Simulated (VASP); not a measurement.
# V (Im-3m) in VASP: notebook

The runs below take V through relaxation of cell and atoms, electrostatic potential, with LDA.

All numbers are computed with VASP 6.6.1; they aren't measurements. Logs are shortened: lines on timing, memory, paths and dates and some standing lists are left out, and cuts for length are marked.

## Step 1: The crystal as given

The structure is cubic, space group Im-3m (No. 229). The conventional cell has a = 2.950 Å, b = 2.950 Å, c = 2.950 Å, α = 90.00°, β = 90.00°, γ = 90.00°. V (site symmetry m-3m) has 8 V at 2.55 Å as nearest neighbours.

The cell was built by a generator and needn't be a form met in nature.

## Step 2: Relaxation of cell and atoms, LDA

Contents of INCAR:

```
PREC = Accurate ; ENCUT = 600
EDIFF = 1E-7 ; ISMEAR = 1
SIGMA = 0.1 ; LREAL = False
LASPH = True ; NELM = 120
ALGO = Normal ; ISIF = 3
LWAVE = False ; LCHARG = False
GGA = CA ; IBRION = 2
NSW = 40 ; EDIFFG = -0.005
```

Contents of KPOINTS:

```
regular mesh
0
Gamma
  20 20 20
```

Contents of POSCAR:

```
V
1.0
   -1.4750000000      1.4750000000      1.4750000000
    1.4750000000     -1.4750000000      1.4750000000
    1.4750000000      1.4750000000     -1.4750000000
V
1
Direct
    0.0000000000      0.0000000000      0.0000000000
```

Potentials or basis: VASP PAW LDA potentials, release 64 (V_sv).

The run is started by

```sh
cat potpaw_LDA.64/V_sv/POTCAR > POTCAR
mpirun -np 1 vasp_std > vasp.out
```

OUTCAR:

```text
PREC = Accurate
   ENCUT = 600
   EDIFF = 1E-7
   ISMEAR = 1
   LREAL = False
   LASPH = True
   NELM = 120
   ISIF = 3
   GGA = CA
   IBRION = 2
   NSW = 40
   EDIFFG = -0.005

 ion  position               nearest neighbor table
   1  0.000  0.000  0.000-

  LATTYP: Found a body centered cubic cell.
 ALAT       =     2.9500000000

  Lattice vectors:

 A1 = (  -1.4750000000,   1.4750000000,   1.4750000000)
 A2 = (   1.4750000000,  -1.4750000000,   1.4750000000)
 A3 = (   1.4750000000,   1.4750000000,  -1.4750000000)

Analysis of symmetry for initial positions (statically):
=====================================================================
 Subroutine PRICEL returns:
 Original cell was already a primitive cell.

 Routine SETGRP: Setting up the symmetry group for a
 body centered cubic supercell.

 Subroutine GETGRP returns: Found 48 space group operations
 (whereof 48 operations were pure point group operations)
 out of a pool of 48 trial point group operations.

The static configuration has the point symmetry O_h .

Analysis of symmetry for dynamics (positions and initial velocities):
=====================================================================
 Subroutine PRICEL returns:
 Original cell was already a primitive cell.

 Routine SETGRP: Setting up the symmetry group for a
 body centered cubic supercell.

 Subroutine GETGRP returns: Found 48 space group operations
 (whereof 48 operations were pure point group operations)
 out of a pool of 48 trial point group operations.

The dynamic configuration has the point symmetry O_h .

 Subroutine INISYM returns: Found 48 space group operations
 (whereof 48 operations are pure point group operations),
 and found     1 'primitive' translations

----------------------------------------------------------------------------------------

                                     Primitive cell

  volume of cell :      12.8362

  direct lattice vectors                    reciprocal lattice vectors
    -1.475000000  1.475000000  1.475000000     0.000000000  0.338983051  0.338983051
     1.475000000 -1.475000000  1.475000000     0.338983051  0.000000000  0.338983051
     1.475000000  1.475000000 -1.475000000     0.338983051  0.338983051  0.000000000

  length of vectors
     2.554774941  2.554774941  2.554774941     0.479394428  0.479394428  0.479394428

  position of ions in fractional coordinates (direct lattice)
     0.000000000  0.000000000  0.000000000

  ion indices of the primitive-cell ions
   primitive index   ion index
                 1           1

----------------------------------------------------------------------------------------

 KPOINTS: regular mesh

Automatic generation of k-mesh.
 Grid dimensions read from file:
 generate k-points for:   20   20   20

 Generating k-lattice:

  Cartesian coordinates                     Fractional coordinates (reciprocal lattice)
     0.000000000  0.016949153  0.016949153     0.050000000  0.000000000  0.000000000
     0.016949153  0.000000000  0.016949153     0.000000000  0.050000000  0.000000000
     0.016949153  0.016949153  0.000000000     0.000000000  0.000000000  0.050000000

  Length of vectors
     0.023969721  0.023969721  0.023969721

  Shift w.r.t. Gamma in fractional coordinates (k-lattice)
     0.000000000  0.000000000  0.000000000

 Subroutine IBZKPT returns following result:
 ===========================================

 Found    256 irreducible k-points:

 Following reciprocal coordinates:
            Coordinates               Weight
  0.000000  0.000000  0.000000      1.000000
  0.050000  0.000000  0.000000     12.000000
  0.100000  0.000000  0.000000     12.000000
  0.150000  0.000000  0.000000     12.000000
  0.200000  0.000000  0.000000     12.000000
  0.250000  0.000000  0.000000     12.000000
[... 16 lines left out ...]
  0.200000  0.100000  0.000000     48.000000
  0.250000  0.100000  0.000000     48.000000
 [... further k-points ...]
   k-points           NKPTS =    256   k-points in BZ     NKDIM =    256   number of bands    NBANDS=     10
   number of dos      NEDOS =    301   number of ions     NIONS =      1
   total plane-waves  NPLWV =   8000
   dimension x,y,z NGX =    20 NGY =   20 NGZ =   20
   dimension x,y,z NGXF=    40 NGYF=   40 NGZF=   40
   ions per type =               1
   NGX,Y,Z   is equivalent  to a cutoff of  13.01, 13.01, 13.01 a.u.
   NGXF,Y,Z  is equivalent  to a cutoff of  26.03, 26.03, 26.03 a.u.
 SYSTEM =  unknown system
   PREC   = accura    normal or accurate (medium, high low for compatibility)
   ISTART =      0    job   : 0-new  1-cont  2-samecut
   ICHARG =      2    charge: 1-file 2-atom 10-const
   ISPIN  =      1    spin polarized calculation?
   LNONCOLLINEAR =      F non collinear calculations
   LSORBIT =      F    spin-orbit coupling
   LASPH  =      T    aspherical Exc in radial PAW
   ENCUT  =  600.0 eV  44.10 Ry    6.64 a.u.   5.10  5.10  5.10*2*pi/ulx,y,z
   NELM   =    120;   NELMIN=  2; NELMDL= -5     # of ELM steps
   EDIFF  = 0.1E-06   stopping-criterion for ELM
   LREAL  =      F    real-space projection
   EDIFFG = -.5E-02   stopping-criterion for IOM
   NSW    =     40    number of steps for IOM
   IBRION =      2    ionic relax: 0-MD 1-quasi-New 2-CG
   NFREE  =      1    steps in history (QN), initial steepest desc. (CG)
   ISIF   =      3    stress and relaxation
   ISYM   =      2    0-nonsym 1-usesym 2-fastsym
   POTIM  = 0.5000    time-step for ionic-motion
   TEBEG  =    0.0;   TEEND  =   0.0 temperature during run
   PSTRESS=    0.0 pullay stress
   NELECT =      13.0000    total number of electrons
   NUPDOWN=      -1.0000    fix difference up-down
   EMIN   =  10.00;   EMAX   =-10.00  energy-range for DOS
   EFERMI =   0.00;   METHOD = LEGACY
   ISMEAR =     1;   SIGMA  =   0.10  broadening in eV -4-tet -1-fermi 0-gaus
   EFERMI_NEDOS =   21; number of points for ismear=-14 and -15
   IALGO  =     38    algorithm
   IMIX   =      4    mixing-type and parameters
     AMIX     =   0.40;   BMIX     =  1.00
     AMIX_MAG =   1.60;   BMIX_MAG =  1.00
  volume/ion in A,a.u.               =      12.84        86.62
  Fermi-wavevector in a.u.,A,eV,Ry     =   1.644033  3.106772 36.774443  2.702845
  Thomas-Fermi vector in A             =   2.734067
   LORBIT       =      0    0 simple, 1 ext, 2 COOP (PROOUT), +10 PAW based schemes
   GGA     = CA    functional components
   LHFCALC =     F    Hartree Fock is set to
   AEXX    =    0.0000 exact exchange contribution
   IVDW    =     0    specifies the selected vdW correction
   LEPSILON=     F    determine dielectric tensor
   LRPA    =     F    only Hartree local field effects (RPA)
 conjugate gradient relaxation of ions
 non-spin polarized calculation
 Methfessel and Paxton  Order N= 1 SIGMA  =   0.10
  energy-cutoff  :      600.00
  volume of cell :       12.84
 maximum number of plane-waves:       445
   NGX = 11   NGY = 11   NGZ = 11

--------------------------------------- Ionic step        1  -------------------------------------------

 number of electron      13.0000006 magnetization

 Free energy of the ion-electron system (eV)
  ---------------------------------------------------
  ext. energy  EPLUGINS =         0.00000000
  ---------------------------------------------------
  free energy    TOTEN  =        -9.94544562 eV

  energy without entropy =       -9.94549132  energy(sigma->0) =       -9.94546085

------------------------ aborting loop because EDIFF is reached ----------------------------------------

  FORCE on cell =-STRESS in cart. coord.  units (eV):
  Direction    XX          YY          ZZ          XY          YZ          ZX
  --------------------------------------------------------------------------------------
  -------------------------------------------------------------------------------------
  Total       -0.3568514     -0.3568514     -0.3568514      0.0000000      0.0000000      0.0000000
  in kB      -44.5411972    -44.5411972    -44.5411972      0.0000000      0.0000000      0.0000000
  external PRESSURE =     -44.5411972 kB  Pullay stress =       0.0000000 kB
[... 55 lines left out ...]
  energy  without entropy=       -9.9422983611  energy(sigma->0) =       -9.94202151

--------------------------------------- Ionic step        3  -------------------------------------------

 number of electron      13.0000011 magnetization

 Free energy of the ion-electron system (eV)
  ---------------------------------------------------
  ext. energy  EPLUGINS =         0.00000000
  ---------------------------------------------------
  free energy    TOTEN  =        -9.94937926 eV

  energy without entropy =       -9.94958434  energy(sigma->0) =       -9.94944762

 E-fermi :  10.3777     XC(G=0): -13.6169

 val. band max:       10.3713417001   @ k =  -0.3500   0.4500   0.1500
 cond. band min:      10.3833499054   @ k =   0.3000   0.1000  -0.0000
 fundamental gap:      0.0120082053
 Fermi energy:        10.3777299019

 k-point     1 :       0.0000    0.0000    0.0000
  band No.  band energies     occupation
      1     -52.5083      2.00000
      2     -26.0797      2.00000
      3     -26.0797      2.00000
      4     -26.0797      2.00000
      5       3.7374      2.00000
      6      10.7806     -0.00000
      7      10.7806     -0.00000
      8      10.7806     -0.00000
      9      12.9600      0.00000
     10      12.9600      0.00000
[... 287 lines left out ...]
 k-point    24 :       0.2500    0.1000    0.0000
  band No.  band energies     occupation
      1     -52.3191      2.00000
      2     -26.8585      2.00000
      3     -26.3273      2.00000
      4     -26.1251      2.00000
      5       6.8107      2.00000
      6       9.6136      2.00000
      7      10.1029      2.00071
      8      12.5575      0.00000
      9      13.2910      0.00000
     10      13.6273      0.00000

 [... further k-points ...]

------------------------ aborting loop because EDIFF is reached ----------------------------------------

  FORCE on cell =-STRESS in cart. coord.  units (eV):
  Direction    XX          YY          ZZ          XY          YZ          ZX
  --------------------------------------------------------------------------------------
  -------------------------------------------------------------------------------------
  Total       -0.0031758     -0.0031758     -0.0031758     -0.0000000      0.0000000     -0.0000000
  in kB       -0.4051772     -0.4051772     -0.4051772     -0.0000000      0.0000000     -0.0000000
  external PRESSURE =      -0.4051772 kB  Pullay stress =       0.0000000 kB
[... 16 lines left out ...]
  FREE ENERGIE OF THE ION-ELECTRON SYSTEM (eV)
  ---------------------------------------------------
  free  energy   TOTEN  =        -9.9493792592 eV

  energy  without entropy=       -9.9495843374  energy(sigma->0) =       -9.94944762

 reached required accuracy - stopping structural energy minimisation
```

Wall time 39 s (1 thread of Intel Xeon Platinum 8488C (Sapphire Rapids), shared host); peak memory 0.16 GiB.

Results:

```
Free energy                            : -9.9494 eV
Relaxed volume                         : 12.56 Å³/atom
Relaxed cell                           : a = 2.536 Å, b = 2.536 Å, c = 2.536 Å, α = 109.47°, β = 109.47°, γ = 109.47°
Space group after relaxing (to 0.05 Å) : Im-3m (No. 229)
Energy gained by relaxing              : 3.9 meV/atom
Ionic steps                            : 3
Pressure after relaxing                : 0.0 GPa
Band gap on the k mesh                 : none (metal or under the smearing width)
```

Step by step:
| step | energy change (eV) | largest force (eV/Å) | pressure (GPa) | volume (Å³) |
| --- | --- | --- | --- | --- |
| 1 | 0.0000 | 0.0000 | -4.45 | 12.84 |
| 2 | 0.0036 | 0.0000 | 6.64 | 12.18 |
| 3 | -0.0039 | 0.0000 | -0.04 | 12.56 |

Final structure:
```cif
data_structure
_symmetry_space_group_name_H-M 'P 1'
_symmetry_Int_Tables_number 1
_cell_length_a 2.5362
_cell_length_b 2.5362
_cell_length_c 2.5362
_cell_angle_alpha 109.471
_cell_angle_beta 109.471
_cell_angle_gamma 109.471
_cell_volume 12.56
loop_
_atom_site_label
_atom_site_type_symbol
_atom_site_fract_x
_atom_site_fract_y
_atom_site_fract_z
_atom_site_occupancy
V1 V 0.00000 0.00000 0.00000 1
```

Levels at points of the mesh, in eV from the Fermi level:
| k point | band 2 | band 3 | band 4 | band 5 | band 6 | band 7 | band 8 | band 9 | band 10 |
| --- | --- | --- | --- | --- | --- | --- | --- | --- | --- |
| (0.00, 0.00, 0.00) | -36.46 | -36.46 | -36.46 | -6.64 | 0.40 | 0.40 | 0.40 | 2.58 | 2.58 |
| (0.50, 0.00, 0.00) | -37.61 | -36.81 | -36.47 | -3.41 | -1.29 | 2.02 | 2.61 | 2.99 | 4.52 |
| (0.50, 0.50, 0.50) | -37.24 | -37.24 | -37.24 | -3.34 | -3.34 | 4.08 | 4.08 | 4.08 | 10.91 |

[end of part 1 of 2]
